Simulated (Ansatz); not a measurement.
**TiAl3: compression at zero temperature**

An exercise on one series of results from a longer session: the logs are not shown, and one member is left open.

Method: DFT PBEsol, scalar-relativistic, plane waves, PAW, in Ansatz 0.2.0.

1 further run of the same task is left out (set aside as unsound or not needed).

### The system as given

Symmetry: Pm-3m, No. 221, cubic system. Conventional cell: a = 3.948 Å, b = 3.948 Å, c = 3.948 Å, α = 90.00°, β = 90.00°, γ = 90.00°. Ti (site symmetry m-3m) is surrounded by 12 Al at 2.79 Å. Al (site symmetry 4/mmm) has 8 Al at 2.79 Å and 4 Ti at 2.79 Å in its first shell of neighbours.

As a file:

```xyz
4
Lattice="3.9483 0.0000 0.0000 0.0000 3.9483 0.0000 0.0000 0.0000 3.9483" Properties=species:S:1:pos:R:3 pbc="T T T"
Ti    0.0000    0.0000    0.0000
Al    1.9742    1.9742    0.0000
Al    1.9742    0.0000    1.9742
Al    0.0000    1.9742    1.9742
```

It goes back to an entry of the Materials Project, which need not be the stable form.

This cell was relaxed beforehand with the same method: volume 15.39 Å³/atom, gap on the mesh none (metal).

The first run:

The input, input.yaml:

```yaml
crystal:
  lattice:
    - [3.961192688, 0.0, 0.0]
    - [0.0, 3.961192688, 0.0]
    - [0.0, 0.0, 3.961192688]
  atoms:
    - { symbol: Ti, position: [0.0, 0.0, 0.0] }
    - { symbol: Al, position: [0.5, 0.5, 0.0] }
    - { symbol: Al, position: [0.5, 0.0, 0.5] }
    - { symbol: Al, position: [0.0, 0.5, 0.5] }
basis:
  ecutwfc: 420
kpoints:
  mp_grid: { grid: [10, 10, 10] }
hamiltonian:
  xc: pbesol
scf:
  occupations: { method: gaussian, width: 0.1 }
output:
  forces: true
  stress: true
  eigenvalues: true
relax:
  adjacent_minimum: "off"
  f_tol: 0.008
  max_steps: 50
  cell: { stress_tol: 0.08, p_target: -1.0 }
```

Started as:

```sh
> ansatz run input.yaml --threads 1 --pin off --max-ram 2560MiB --backend cpu --events-out ev --progress --plain --runs-dir out
```

Steps of the session up to this table: Relaxing at -1 GPa; Relaxing at 1 GPa; Relaxing at 4 GPa; Target pressure 12 GPa; Relaxing at 25 GPa; Target pressure 50 GPa; Relaxing at 90 GPa.

One table of the session follows, with a row left open; its other results are not shown here.

Lengths are those of the vectors of the cell that was run:

| P (GPa) | V (Å³/atom) | a (Å) | b (Å) | c (Å) | ΔH (eV/atom) |
| --- | --- | --- | --- | --- | --- |
| -1 | 15.54 | 3.961 | 3.961 | 3.961 | -0.096 |
| 0 | 15.39 | 3.948 | 3.948 | 3.948 | 0.000 |
| 1 | 15.26 | 3.937 | 3.937 | 3.937 | 0.096 |
| 4 | 14.88 | 3.904 | 3.904 | 3.904 | 0.378 |
| 12 | ? | ? | ? | ? | ? |
| 25 | 13.09 | 3.741 | 3.741 | 3.741 | 2.200 |
| 50 | 11.81 | 3.615 | 3.615 | 3.615 | 4.135 |
| 90 | 10.50 | 3.476 | 3.476 | 3.476 | 6.907 |

**Question.** Estimate the row for P (GPa) = 12.

Worked estimate for «V (Å³/atom)». A straight line through the neighbours (4, 14.88) and (25, 13.09) gives 14.88 + (13.09 − 14.88) × (12 − 4) / (25 − 4) = 14.20; a parabola fitted to 4 rows on both sides gives 14.13.

**Answer.** V (Å³/atom): 14.07; a (Å): 3.833; b (Å): 3.833; c (Å): 3.833; ΔH (eV/atom): 1.099. In «V (Å³/atom)» the line misses by +0.13 and the parabola by +0.06.

ΔH is E + PV over the energy at zero pressure; a, b and c are the vectors of the computed cell. 

To keep in mind: Other structures may take over in this range; these runs cannot find them.
